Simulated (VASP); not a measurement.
## A vacancy on the Pt site in a supercell of ScPt

Aim: the formation energy and local structure of a vacancy on the Pt site in ScPt. The start is a cell from a database of measured crystal structures.

Program: VASP 6.6.1. Level of theory: PBEsol; plane waves and PAW (Pt, Sc_sv), in the first sound run; inputs show where later runs differ. Results are calculated unless marked as measured.

## 1. The host crystal

Symmetry: Pm-3m, No. 221, cubic system. The conventional cell has a = 3.270 Å, b = 3.270 Å, c = 3.270 Å, α = 90.00°, β = 90.00°, γ = 90.00°. Nearest to Pt lie 8 Sc at 2.83 Å. Nearest to Sc lie 8 Pt at 2.83 Å. Farther neighbours are not listed.

## 2. The host at zero pressure

First cell and atoms are relaxed at a raised cutoff, so that later runs start from this functional's own cell.

INCAR reads:

```
SYSTEM = ScPt
PREC = Accurate
ENCUT = 350
EDIFF = 1E-06
NELM = 120
ISMEAR = 0
SIGMA = 0.05
LREAL = .FALSE.
ALGO = Normal
GGA = PS
NBANDS = 16
LORBIT = 11
LWAVE = .FALSE.
LCHARG = .FALSE.
KPAR = 4
IBRION = 2
NSW = 40
ISIF = 3
EDIFFG = -0.02
POTIM = 0.4
```

POSCAR reads:

```
ScPt
1.0
    3.2700000000      0.0000000000      0.0000000000
    0.0000000000      3.2700000000      0.0000000000
    0.0000000000      0.0000000000      3.2700000000
Pt Sc
1 1
Direct
    0.0000000000      0.0000000000      0.0000000000
    0.5000000000      0.5000000000      0.5000000000
```

KPOINTS reads:

```
Automatic mesh
0
Gamma
6 6 6
0 0 0
```

Potentials, in the order of the species: Pt and Sc_sv (PBE family, release 64).

Started as:

```bash
> mpirun -np 4 vasp_std
```

Output:

```text
[banner, memory and clock lines left out]
running    4 mpi-ranks, on    1 nodes
 distrk:  each k-point on    1 cores,    4 groups
 distr:  one band on    1 cores,    1 groups

 POSCAR found type information on POSCAR PtSc
 POSCAR found :  2 types and       2 ions
|                                                                             |
|               ----> ADVICE to this user running VASP <----                  |
|                                                                             |
|     You enforced a specific xc type in the INCAR file but a different       |
|     [... a line on the potential file left out ...]
|     I HOPE YOU KNOW WHAT YOU ARE DOING!                                     |
|                                                                             |

 LDA part: xc-table for (Slater+PW92), standard interpolation
 POSCAR, INCAR and KPOINTS ok, starting setup
 FFT: planning ... GRIDC
 FFT: planning ... GRID_SOFT
 FFT: planning ... GRID
 WAVECAR not read
 entering main loop
       N       E                     dE             d eps       ncg     rms          rms(c)
DAV:   1     0.157767952697E+03    0.15777E+03   -0.87076E+03   688   0.976E+02
DAV:   2    -0.989756368219E+01   -0.16767E+03   -0.16328E+03   680   0.349E+02
DAV:   3    -0.174565358573E+02   -0.75590E+01   -0.71677E+01   896   0.725E+01
DAV:   4    -0.175421025277E+02   -0.85567E-01   -0.85520E-01   736   0.817E+00
DAV:   5    -0.175451406410E+02   -0.30381E-02   -0.30381E-02   936   0.153E+00    0.101E+01
DAV:   6    -0.163031546737E+02    0.12420E+01   -0.22018E+00   912   0.202E+01    0.399E+00
DAV:   7    -0.160848009490E+02    0.21835E+00   -0.86275E-01   936   0.882E+00    0.931E-01
DAV:   8    -0.160728077873E+02    0.11993E-01   -0.50420E-02   952   0.178E+00    0.562E-01
DAV:   9    -0.160688658634E+02    0.39419E-02   -0.18369E-02   784   0.210E+00    0.235E-01
DAV:  10    -0.160681347950E+02    0.73107E-03   -0.45024E-03   864   0.928E-01    0.539E-02
DAV:  11    -0.160681216702E+02    0.13125E-04   -0.10760E-04   832   0.106E-01    0.200E-02
DAV:  12    -0.160681086014E+02    0.13069E-04   -0.63087E-05   912   0.962E-02    0.366E-03
DAV:  13    -0.160681086409E+02   -0.39451E-07   -0.17531E-06   632   0.175E-02
   1 F= -.16068109E+02 E0= -.16067213E+02  d E =-.160681E+02
 curvature:   0.00 expect dE= 0.000E+00 dE for cont linesearch  0.000E+00
 trial: gam= 0.00000 g(F)=  0.000E+00 g(S)=  0.161E-01 ort = 0.000E+00 (trialstep = 0.100E+01)
 search vector abs. value=  0.161E-01
 bond charge predicted
       N       E                     dE             d eps       ncg     rms          rms(c)
DAV:   1    -0.162690325438E+02   -0.20092E+00   -0.47317E+00   648   0.257E+01    0.328E+00
DAV:   2    -0.161000853566E+02    0.16895E+00   -0.84303E-01   664   0.708E+00    0.121E+00
DAV:   3    -0.160718614010E+02    0.28224E-01   -0.14626E-01   928   0.507E+00    0.445E-01
DAV:   4    -0.160682292822E+02    0.36321E-02   -0.14927E-02   720   0.990E-01    0.282E-01
DAV:   5    -0.160683663844E+02   -0.13710E-03   -0.86165E-04   720   0.270E-01    0.518E-02
DAV:   6    -0.160683844977E+02   -0.18113E-04   -0.85234E-05   888   0.103E-01    0.890E-03
DAV:   7    -0.160683836067E+02    0.89107E-06   -0.18178E-06   512   0.133E-02
   2 F= -.16068384E+02 E0= -.16067437E+02  d E =-.274966E-03
 trial-energy change:   -0.000275  1 .order   -0.000153   -0.016101    0.015795
 step:   0.5105(harm=  0.5048)  dis= 0.00000  next Energy=   -16.072235 (dE=-0.413E-02)
 bond charge predicted
       N       E                     dE             d eps       ncg     rms          rms(c)
DAV:   1    -0.161191669086E+02   -0.50782E-01   -0.11460E+00   648   0.128E+01    0.153E+00
DAV:   2    -0.160801409373E+02    0.39026E-01   -0.19385E-01   664   0.344E+00    0.650E-01
DAV:   3    -0.160735340646E+02    0.66069E-02   -0.41083E-02   944   0.267E+00    0.246E-01
DAV:   4    -0.160722533681E+02    0.12807E-02   -0.51060E-03   672   0.556E-01    0.145E-01
DAV:   5    -0.160722732140E+02   -0.19846E-04   -0.33055E-04   776   0.178E-01    0.208E-02
DAV:   6    -0.160722666719E+02    0.65420E-05   -0.49290E-05   904   0.965E-02    0.481E-03
DAV:   7    -0.160722668729E+02   -0.20100E-06   -0.79187E-07   368   0.801E-03
   3 F= -.16072267E+02 E0= -.16071342E+02  d E =-.415823E-02
 curvature:  -0.25 expect dE=-0.867E-08 dE for cont linesearch -0.867E-08
 trial: gam=-0.00146 g(F)=  0.843E-67 g(S)=  0.344E-07 ort = 0.235E-04 (trialstep = 0.902E+00)
 search vector abs. value=  0.100E-09
 reached required accuracy - stopping structural energy minimisation
```

It took 2.6 s on 4 MPI ranks of Intel Xeon 6975P-C (Granite Rapids), shared host; peak memory 0.52 GiB.

Lines that name or quote the potential files are left out of all logs, and their timing lines are given in words.

From OUTCAR (step 2):

```text
ion  position               nearest neighbor table
   1  0.000  0.000  0.000-   2 2.83   2 2.83   2 2.83   2 2.83   2 2.83   2 2.83   2 2.83   2 2.83

  LATTYP: Found a simple cubic cell.
 ALAT       =     3.2700000000

 Subroutine GETGRP returns: Found 48 space group operations
 (whereof 48 operations were pure point group operations)

The static configuration has the point symmetry O_h .

 Found     20 irreducible k-points:

   k-points           NKPTS =     20   k-points in BZ     NKDIM =     20   number of bands    NBANDS=     16

   dimension x,y,z NGX =    20 NGY =   20 NGZ =   20
   dimension x,y,z NGXF=    40 NGYF=   40 NGZF=   40

   ENCUT  =  350.0 eV  25.72 Ry    5.07 a.u.   4.99  4.99  4.99*2*pi/ulx,y,z

   NELECT =      21.0000    total number of electrons

 k-points in reciprocal lattice and weights: Automatic mesh
   0.00000000  0.00000000  0.00000000       0.005
   0.16666667  0.00000000  0.00000000       0.028
   0.33333333  0.00000000  0.00000000       0.028
   0.50000000  0.00000000  0.00000000       0.014
   0.16666667  0.16666667  0.00000000       0.056
   0.33333333  0.16666667  0.00000000       0.111
   0.50000000  0.16666667  0.00000000       0.056
   0.33333333  0.33333333  0.00000000       0.056
   0.50000000  0.33333333  0.00000000       0.056
[...]
0.50000000  0.50000000  0.33333333       0.028
   0.50000000  0.50000000  0.50000000       0.005

 average (electrostatic) potential at core
       1 -66.0446       2 -42.9847

 E-fermi :   8.3184

 k-point     1 :       0.0000    0.0000    0.0000
  band No.  band energies     occupation
    ...
      6       2.7305      2.00000
      7       2.7305      2.00000
      8       5.1882      2.00000
      9       5.1882      2.00000
     10       5.1882      2.00000
     11       9.5583      0.00000
     12       9.5583      0.00000
     13      11.6230      0.00000
     14      11.6230      0.00000
     15      11.6230      0.00000
    ...

 k-point     2 :       0.1667    0.0000    0.0000
  band No.  band energies     occupation
    ...
      6       2.9111      2.00000
      7       3.0510      2.00000
      8       5.0825      2.00000
      9       5.0825      2.00000
     10       5.2836      2.00000
     11       9.1798      0.00000
     12       9.5993      0.00000
     13      10.7569      0.00000
     14      10.7569      0.00000
     15      11.4335      0.00000
    ...

 k-point     3 :       0.3333    0.0000    0.0000
  band No.  band energies     occupation
    ...
      6       3.3382      2.00000
      7       3.8621      2.00000
      8       4.8846      2.00000
      9       4.8846      2.00000
     10       5.4906      2.00000
     11       8.3746      0.11192
     12       8.6736      0.00000
     13       9.6830      0.00000
     14       9.6830      0.00000
     15      11.0430      0.00000
    ...

  Total       -0.0007706     -0.0007706     -0.0007706      0.0000000     -0.0000000     -0.0000000
  in kB       -0.0358639     -0.0358639     -0.0358639      0.0000000     -0.0000000     -0.0000000
  external PRESSURE =      -0.0358639 kB  Pullay stress =       0.0000000 kB

  energy-cutoff  :      350.00
  volume of cell :       34.42
      direct lattice vectors                 reciprocal lattice vectors
     3.253010474  0.000000000  0.000000000     0.307407556  0.000000000 -0.000000000
    -0.000000000  3.253010474  0.000000000    -0.000000000  0.307407556  0.000000000
     0.000000000 -0.000000000  3.253010474    -0.000000000 -0.000000000  0.307407556

 POSITION                                       TOTAL-FORCE (eV/Angst)
 -----------------------------------------------------------------------------------
      0.00000      0.00000      0.00000         0.000000     -0.000000      0.000000
      1.62651      1.62651      1.62651        -0.000000      0.000000      0.000000
 -----------------------------------------------------------------------------------
    total drift:                               -0.000000      0.000000      0.000000

  FREE ENERGIE OF THE ION-ELECTRON SYSTEM (eV)
  ---------------------------------------------------
  free  energy   TOTEN  =       -16.0722668729 eV

  energy  without entropy=      -16.0704180824  energy(sigma->0) =      -16.07134248

 reached required accuracy - stopping structural energy minimisation

 total charge
# of ion       s       p       d       tot
------------------------------------------
    1        0.799   0.484   8.076   9.359
    2        2.252   6.207   1.030   9.488
--------------------------------------------------
tot          3.051   6.691   9.106  18.847

[... 3 further parts left out ...]
```

This run has no spin polarisation. Its electron count is odd, so without a moment it is a metal by construction. The k-mesh is coarse for a metal. The PAW data sets were made with PBE, which is usual practice but a small mismatch for other functionals. The run keeps the 48 symmetry operations of its start, so it cannot find a distortion of lower symmetry.

Relaxation path:

```csv
step,energy less that of the first step (eV),largest force (eV/Å),pressure (GPa),volume (Å³)
1,0.0000,0.0000,-2.42,34.97
2,-0.0003,0.0000,2.44,33.91
3,-0.0042,0.0000,0.00,34.42
```

```csv
"conventional cell, symmetrised",before,after,change
a (Å),3.270,3.253,-0.5 %
b (Å),3.270,3.253,-0.5 %
c (Å),3.270,3.253,-0.5 %
volume (Å³/atom),17.48,17.21,-1.6 %
```

Final coordinates:

```xyz
2
Lattice="3.2530 0.0000 0.0000 0.0000 3.2530 0.0000 0.0000 0.0000 3.2530" Properties=species:S:1:pos:R:3 pbc="T T T"
Pt    0.0000    0.0000    0.0000
Sc    1.6265    1.6265    1.6265
```

Numbers from this step:

```yaml
electronic_cycles: 27
electrons: 21
free_energy_toten: -16.07 eV
energy_at_zero_smearing: -16.07 eV
fermi_energy: 8.318 eV
labelled_metallic_from_the_levels_on_this_mesh: yes
```

The run ended after 3 ionic steps, 0.004 eV below its first step, once forces and stress met EDIFFG = -0.02.

[end of part 1 of 4]

[Lines on the potential files, build, host, timing and source positions are cut from VASP's logs without a mark.]

[Logs are printed without paths, hosts, clocks, repeated set-up lines and the standing remarks that a program may print on its own settings, such as how far it seeks lower states.]

[Hosts, paths, dates, database ids (printed as entryN), source tags and the programs' standing remarks are cut or masked in the printed files.]

[In band tables of VASP the shares of atoms and orbitals are scaled to a sum of 1 inside the atoms' spheres.]

[Runs that stopped without an error message from VASP are left out.]
